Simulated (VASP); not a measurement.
# Al2Ru (Fddd) in VASP: single point with PBEsol

Aim: the single point of Al2Ru with PBEsol.

All numbers are computed with VASP 6.6.1; they aren't measurements. Logs are shortened: lines on timing, memory, paths and dates and some standing lists are left out, and cuts for length are marked.

### Step 1. Starting point

The structure is orthorhombic, space group Fddd (No. 70). Conventional cell: a = 4.701 Å, b = 7.975 Å, c = 8.770 Å, α = 90.00°, β = 90.00°, γ = 90.00°. Al (site symmetry 2) has 5 Ru at 2.57 to 2.72 Å and 5 Al at 2.59 to 2.73 Å as nearest neighbours. Around Ru (site symmetry 222) lie 10 Al at 2.57 to 2.72 Å.

The cell comes from a database or a generator and needn't be the stable form of this composition.

### Step 2. Single point, PBEsol

File INCAR:

```
SYSTEM = Al2Ru
  ALGO = Fast
  EDIFF = 1E-6
  ENCUT = 520
  GGA = PS
  ISIF = 2
  ISMEAR = 0
  LASPH = .TRUE.
  LCHARG = .FALSE.
  LREAL = .FALSE.
  LWAVE = .FALSE.
  NBANDS = 29
  NELM = 100
  PREC = Accurate
  SIGMA = 0.01
```

File KPOINTS:

```
k-points
0
G
  10 10 10
  0 0 0
```

File POSCAR:

```
Al2Ru
1.0
    0.0000000000      3.9876479938      4.3850793253
    2.3505691325      0.0000000000      4.3850793253
    2.3505691325      3.9876479938      0.0000000000
Al Ru
4 2
Direct
    0.0789481730      0.4210518270      0.0789481730
    0.4210518270      0.0789481730      0.4210518270
    0.1710518270      0.8289481730      0.1710518270
    0.8289481730      0.1710518270      0.8289481730
    0.7500000000      0.7500000000      0.7500000000
    0.5000000000      0.5000000000      0.5000000000
```

Potentials or basis: VASP PAW PBE potentials, release 64 (Al, Ru_pv).

Command:

```bash
$ cat potpaw_PBE.64/Al/POTCAR potpaw_PBE.64/Ru_pv/POTCAR > POTCAR
$ mpirun -np 1 vasp_std > vasp.out
```

OUTCAR:

```text
SYSTEM = Al2Ru
   EDIFF = 1E-6
   ENCUT = 520
   GGA = PS
   ISIF = 2
   ISMEAR = 0
   LASPH = .TRUE.
   LREAL = .FALSE.
   NELM = 100
   PREC = Accurate

 ion  position               nearest neighbor table
   1  0.079  0.421  0.079-   6 2.57   6 2.57   3 2.59   3 2.59   5 2.62   2 2.67   2 2.67   5 2.72
                             5 2.72   2 2.73   4 3.19   4 3.19   4 3.19   4 3.19
   2  0.421  0.079  0.421-   6 2.57   6 2.57   4 2.59   4 2.59   5 2.62   1 2.67   1 2.67   5 2.72
                             5 2.72   1 2.73   3 3.19   3 3.19   3 3.19   3 3.19
   3  0.171  0.829  0.171-   5 2.57   5 2.57   1 2.59   1 2.59   6 2.62   4 2.67   4 2.67   6 2.72
                             6 2.72   4 2.73   2 3.19   2 3.19   2 3.19   2 3.19
   4  0.829  0.171  0.829-   5 2.57   5 2.57   2 2.59   2 2.59   6 2.62   3 2.67   3 2.67   6 2.72
                             6 2.72   3 2.73   1 3.19   1 3.19   1 3.19   1 3.19
   5  0.750  0.750  0.750-   4 2.57   3 2.57   4 2.57   3 2.57   1 2.62   2 2.62   2 2.72   2 2.72
                             1 2.72   1 2.72   6 3.19   6 3.19   6 3.19   6 3.19
   6  0.500  0.500  0.500-   1 2.57   2 2.57   1 2.57   2 2.57   3 2.62   4 2.62   3 2.72   3 2.72
                             4 2.72   4 2.72   5 3.19   5 3.19   5 3.19   5 3.19

  LATTYP: Found a face centered orthorhombic cell.
 ALAT       =     4.7011382650
 B/A-ratio  =     1.6964606310
 C/A-ratio  =     1.8655393984

  Lattice vectors:

 A1 = (   0.0000000000,   3.9876479938,   4.3850793253)
 A2 = (   2.3505691325,   0.0000000000,   4.3850793253)
 A3 = (   2.3505691325,   3.9876479938,   0.0000000000)

Analysis of symmetry for initial positions (statically):
=====================================================================
 Subroutine PRICEL returns:
 Original cell was already a primitive cell.

 Routine SETGRP: Setting up the symmetry group for a
 face centered orthorhombic supercell.

 Subroutine GETGRP returns: Found  8 space group operations
 (whereof  4 operations were pure point group operations)
 out of a pool of  8 trial point group operations.

The static configuration has the point symmetry D_2 .
 The point group associated with its full space group is D_2h.

Analysis of symmetry for dynamics (positions and initial velocities):
=====================================================================
 Subroutine PRICEL returns:
 Original cell was already a primitive cell.

 Routine SETGRP: Setting up the symmetry group for a
 face centered orthorhombic supercell.

 Subroutine GETGRP returns: Found  8 space group operations
 (whereof  4 operations were pure point group operations)
 out of a pool of  8 trial point group operations.

The dynamic configuration has the point symmetry D_2 .
 The point group associated with its full space group is D_2h.

 Subroutine INISYM returns: Found  8 space group operations
 (whereof  4 operations are pure point group operations),
 and found     1 'primitive' translations

----------------------------------------------------------------------------------------

                                     Primitive cell

  volume of cell :      82.2048

  direct lattice vectors                    reciprocal lattice vectors
     0.000000000  3.987647994  4.385079325    -0.212714441  0.125387196  0.114023023
     2.350569132  0.000000000  4.385079325     0.212714441 -0.125387196  0.114023023
     2.350569132  3.987647994  0.000000000     0.212714441  0.125387196 -0.114023023

  length of vectors
     5.927078303  4.975348826  4.628878025     0.271975426  0.271975426  0.271975426

  position of ions in fractional coordinates (direct lattice)
     0.078948173  0.421051827  0.078948173
     0.421051827  0.078948173  0.421051827
     0.171051827  0.828948173  0.171051827
     0.828948173  0.171051827  0.828948173
     0.750000000  0.750000000  0.750000000
     0.500000000  0.500000000  0.500000000

  ion indices of the primitive-cell ions
   primitive index   ion index
                 1           1
                 2           2
                 3           3
                 4           4
                 5           5
                 6           6

----------------------------------------------------------------------------------------

 KPOINTS: k-points

Automatic generation of k-mesh.
 Grid dimensions read from file:
 generate k-points for:   10   10   10

 Generating k-lattice:

  Cartesian coordinates                     Fractional coordinates (reciprocal lattice)
    -0.021271444  0.012538720  0.011402302     0.100000000  0.000000000  0.000000000
     0.021271444 -0.012538720  0.011402302    -0.000000000  0.100000000 -0.000000000
     0.021271444  0.012538720 -0.011402302     0.000000000  0.000000000  0.100000000

  Length of vectors
     0.027197543  0.027197543  0.027197543

  Shift w.r.t. Gamma in fractional coordinates (k-lattice)
     0.000000000  0.000000000  0.000000000

 Subroutine IBZKPT returns following result:
 ===========================================

 Found    171 irreducible k-points:

 Following reciprocal coordinates:
            Coordinates               Weight
  0.000000  0.000000  0.000000      1.000000
  0.100000  0.000000  0.000000      8.000000
  0.200000  0.000000  0.000000      8.000000
  0.300000  0.000000  0.000000      8.000000
  0.400000  0.000000  0.000000      8.000000
  0.500000  0.000000  0.000000      4.000000
[... 16 lines left out ...]
  0.300000  0.300000  0.000000      2.000000
  0.400000  0.300000 -0.000000      8.000000
 [... further k-points ...]
   k-points           NKPTS =    171   k-points in BZ     NKDIM =    171   number of bands    NBANDS=     29
   number of dos      NEDOS =    301   number of ions     NIONS =      6
   total plane-waves  NPLWV =  69120
   dimension x,y,z NGX =    48 NGY =   40 NGZ =   36
   dimension x,y,z NGXF=    96 NGYF=   80 NGZF=   72
   ions per type =               4   2
   NGX,Y,Z   is equivalent  to a cutoff of  13.46, 13.37, 12.93 a.u.
   NGXF,Y,Z  is equivalent  to a cutoff of  26.93, 26.73, 25.86 a.u.
 SYSTEM =  Al2Ru
   PREC   = accura    normal or accurate (medium, high low for compatibility)
   ISTART =      0    job   : 0-new  1-cont  2-samecut
   ICHARG =      2    charge: 1-file 2-atom 10-const
   ISPIN  =      1    spin polarized calculation?
   LNONCOLLINEAR =      F non collinear calculations
   LSORBIT =      F    spin-orbit coupling
   LASPH  =      T    aspherical Exc in radial PAW
   ENCUT  =  520.0 eV  38.22 Ry    6.18 a.u.  11.02  9.25  8.61*2*pi/ulx,y,z
   NELM   =    100;   NELMIN=  2; NELMDL= -5     # of ELM steps
   EDIFF  = 0.1E-05   stopping-criterion for ELM
   LREAL  =      F    real-space projection
   EDIFFG = 0.1E-04   stopping-criterion for IOM
   NSW    =      0    number of steps for IOM
   IBRION =     -1    ionic relax: 0-MD 1-quasi-New 2-CG
   NFREE  =      0    steps in history (QN), initial steepest desc. (CG)
   ISIF   =      2    stress and relaxation
   ISYM   =      2    0-nonsym 1-usesym 2-fastsym
   POTIM  = 0.5000    time-step for ionic-motion
   TEBEG  =    0.0;   TEEND  =   0.0 temperature during run
   PSTRESS=    0.0 pullay stress
   NELECT =      40.0000    total number of electrons
   NUPDOWN=      -1.0000    fix difference up-down
   EMIN   =  10.00;   EMAX   =-10.00  energy-range for DOS
   EFERMI =   0.00;   METHOD = LEGACY
   ISMEAR =     0;   SIGMA  =   0.01  broadening in eV -4-tet -1-fermi 0-gaus
   EFERMI_NEDOS =   21; number of points for ismear=-14 and -15
   IALGO  =     68    algorithm
   IMIX   =      4    mixing-type and parameters
     AMIX     =   0.40;   BMIX     =  1.00
     AMIX_MAG =   1.60;   BMIX_MAG =  1.00
  volume/ion in A,a.u.               =      13.70        92.46
  Fermi-wavevector in a.u.,A,eV,Ry     =   1.287644  2.433294 22.558820  1.658026
  Thomas-Fermi vector in A             =   2.419646
   LORBIT       =      0    0 simple, 1 ext, 2 COOP (PROOUT), +10 PAW based schemes
   GGA     = PS    functional components
   LHFCALC =     F    Hartree Fock is set to
   AEXX    =    0.0000 exact exchange contribution
   IVDW    =     0    specifies the selected vdW correction
   LEPSILON=     F    determine dielectric tensor
   LRPA    =     F    only Hartree local field effects (RPA)
 non-spin polarized calculation
 RMM-DIIS sequential band-by-band and
 Gauss-broadening in eV      SIGMA  =   0.01
  energy-cutoff  :      520.00
  volume of cell :       82.20
 maximum number of plane-waves:      2240
 NGX is ok and might be reduce to    48
   NGX = 23   NGY = 19   NGZ = 17

 number of electron      40.0000001 magnetization

 Free energy of the ion-electron system (eV)
  ---------------------------------------------------
  ext. energy  EPLUGINS =         0.00000000
  ---------------------------------------------------
  free energy    TOTEN  =       -40.83096662 eV

  energy without entropy =      -40.83096662  energy(sigma->0) =      -40.83096662

 E-fermi :  10.6803     XC(G=0): -12.0206

 val. band max:       10.6402493755   @ k =   0.0000   0.0000   0.0000
 cond. band min:      10.7229616235   @ k =   0.0000   0.3000   0.3000
 fundamental gap:      0.0827122481
 Fermi energy:        10.6803403026

 k-point     1 :       0.0000    0.0000    0.0000
  band No.  band energies     occupation
      1     -32.0410      2.00000
      2     -31.9548      2.00000
      3     -31.9541      2.00000
      4     -31.9014      2.00000
      5     -31.8899      2.00000
      6     -31.8864      2.00000
[... 21 lines left out ...]
     28      14.5775      0.00000
     29      15.6582      0.00000

 k-point     2 :       0.1000    0.0000    0.0000
  band No.  band energies     occupation
      1     -32.0400      2.00000
      2     -31.9624      2.00000
      3     -31.9476      2.00000
      4     -31.9019      2.00000
      5     -31.8899      2.00000
      6     -31.8862      2.00000
[... 696 lines left out ...]
 k-point    24 :       0.4000    0.3000   -0.0000
  band No.  band energies     occupation
      1     -32.0187      2.00000
      2     -31.9809      2.00000
      3     -31.9444      2.00000
      4     -31.9239      2.00000
      5     -31.8836      2.00000
      6     -31.8789      2.00000
[... 21 lines left out ...]
     28      15.5056      0.00000
     29      16.5882      0.00000

 [... further k-points ...]

------------------------ aborting loop because EDIFF is reached ----------------------------------------

  FORCE on cell =-STRESS in cart. coord.  units (eV):
  Direction    XX          YY          ZZ          XY          YZ          ZX
  --------------------------------------------------------------------------------------
  -------------------------------------------------------------------------------------
  Total        0.0931703      0.0691758      0.0844422      0.0000000      0.0000000      0.0000000
  in kB        1.8158950      1.3482409      1.6457836      0.0000000      0.0000000      0.0000000
  external PRESSURE =       1.6033065 kB  Pullay stress =       0.0000000 kB

 VOLUME and BASIS-vectors are now :
 -----------------------------------------------------------------------------
  energy-cutoff  :      520.00
  volume of cell :       82.20
      direct lattice vectors                 reciprocal lattice vectors
     0.000000000  3.987647994  4.385079325    -0.212714441  0.125387196  0.114023023
     2.350569132  0.000000000  4.385079325     0.212714441 -0.125387196  0.114023023
     2.350569132  3.987647994  0.000000000     0.212714441  0.125387196 -0.114023023

 POSITION                                       TOTAL-FORCE (eV/Angst)
 -----------------------------------------------------------------------------------
      1.17528      0.62964      2.19254        -0.000000     -0.001972      0.000000
      1.17528      3.35801      2.19254        -0.000000      0.001972      0.000000
      2.35057      1.36419      4.38508         0.000000      0.001972     -0.000000
      2.35057      6.61111      4.38508         0.000000     -0.001972     -0.000000
      3.52585      5.98147      6.57762         0.000000      0.000000     -0.000000
      2.35057      3.98765      4.38508        -0.000000      0.000000      0.000000
 -----------------------------------------------------------------------------------
    total drift:                               -0.000000     -0.000000     -0.000000

  FREE ENERGIE OF THE ION-ELECTRON SYSTEM (eV)
  ---------------------------------------------------
  free  energy   TOTEN  =       -40.8309666199 eV

  energy  without entropy=      -40.8309666199  energy(sigma->0) =      -40.83096662
```

Run time: 16 min. Hardware: 1 thread of AMD EPYC 7R43 (Zen 3), shared host; peak memory 0.43 GiB.

Results:

* Free energy: -40.8310 eV
* Pressure: 0.2 GPa
* Band gap on the k mesh: 0.08 eV, indirect (least direct gap 1.23 eV)

Caveat: the PAW data sets were made with another functional, which shifts forces and pressure a little. A k mesh can miss the band edges.
